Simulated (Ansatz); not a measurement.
Runs of Ansatz 0.2.0 on Co. It takes space group P6_3/mmc (No. 194, hexagonal). The conventional cell has a = 2.471 Å, b = 2.471 Å, c = 8.088 Å, α = 90.00°, β = 90.00°, γ = 120.00°. Co (site symmetry -6m2) is surrounded by 12 Co at 2.47 Å. Around Co (site symmetry -3m) lie 12 Co at 2.47 Å. 

| task | level | potentials or basis | cell | k mesh | cutoff (eV) | smearing | points for each segment of the path | mesh quality | gap on the mesh (eV) | pressure (GPa) | moment (μB) | V0 of scaled cells (Å³/atom) | relaxed volume (Å³/atom) | B0 (GPa) |
| --- | --- | --- | --- | --- | --- | --- | --- | --- | --- | --- | --- | --- | --- | --- |
| relaxation of cell and atoms | revPBE | Ansatz PAW | relaxed | 12 × 12 × 4 | 420 | fermi-dirac 0.05 eV | - | not flagged | - | 0.0 | (b) | - | 11.14 | - |
| band structure | PBE | PseudoDojo standard (PBE files) | as given | 12 × 12 × 4 | 1306 | fermi-dirac 0.05 eV | 14 | not flagged | none | (a) | 6.67 | - | - | - |
| single point | B3LYP | Ansatz PAW | as given | 6 × 6 × 2 | 420 | fermi-dirac 0.05 eV | - | coarse | none | - | 7.14 | - | - | - |
| single point | PBE | Ansatz PAW | as given | 12 × 12 × 4 | 420 | gaussian 0.017 eV | - | not flagged | none | 4.7 | 6.62 | - | - | - |
| relaxation of cell and atoms | LDA | Ansatz PAW | relaxed | 12 × 12 × 4 | 420 | fermi-dirac 0.05 eV | - | not flagged | - | 0.0 | 6.05 | - | 10.02 | - |
| band structure | HISS | Ansatz PAW | as given | 7 × 7 × 2 | 420 | fermi-dirac 0.05 eV | 4 | coarse | none | - | 7.35 | - | - | - |
| single point | PBE | Ansatz PAW | as given | 12 × 12 × 4 | 420 | gaussian 0.028 eV | - | not flagged | none | 4.7 | 6.63 | - | - | - |
| single point | PBE | Ansatz PAW | as given | 21 × 21 × 6 | 420 | fermi-dirac 0.05 eV | - | not flagged | none | 4.2 | 6.50 | - | - | - |
| equation of state | PBEsol+D4 | Ansatz PAW | as given | 12 × 12 × 4 | 420 | fermi-dirac 0.05 eV | - | not flagged | - | - | - | 10.25 | - | 239 |
| relaxation of cell and atoms | PBEsol | Ansatz PAW | relaxed | 12 × 12 × 4 | 420 | fermi-dirac 0.05 eV | - | not flagged | - | 0.0 | 6.48 | - | 10.42 | - |
| single point | PBE | Ansatz PAW | as given | 17 × 17 × 5 | 420 | fermi-dirac 0.05 eV | - | not flagged | none | 4.3 | 6.52 | - | - | - |
| equation of state | PBE | SPMS NC | as given | 12 × 12 × 4 | 844 | fermi-dirac 0.05 eV | - | not flagged | - | - | - | 10.92 | - | 209 |

Alike in all rows: spin collinear, ferromagnetic start.

Q: Fill in the values left out.

A: (a) 5.0; (b) 6.76.

Caveats: some runs use coarse meshes; the PAW data sets come from PBE, with cores solved anew for the run's functional, which leaves a small shift of forces and pressure (some runs); the plane-wave basis is chosen anew once the cell has moved, so the energies of steps on either side of that aren't comparable (some runs); the potentials were made for another functional, which shifts forces and pressure (some runs); the magnetic or orbital state may not be the lowest (some runs); the cell was scaled at fixed shape and fractional positions, which overstates the stiffness of a crystal with free parameters, most of all of layers and chains (some runs).

A k mesh can miss the band edges.

A gap of «none» marks a metal or a gap under the smearing width.

Not every run made on this cell is shown here.
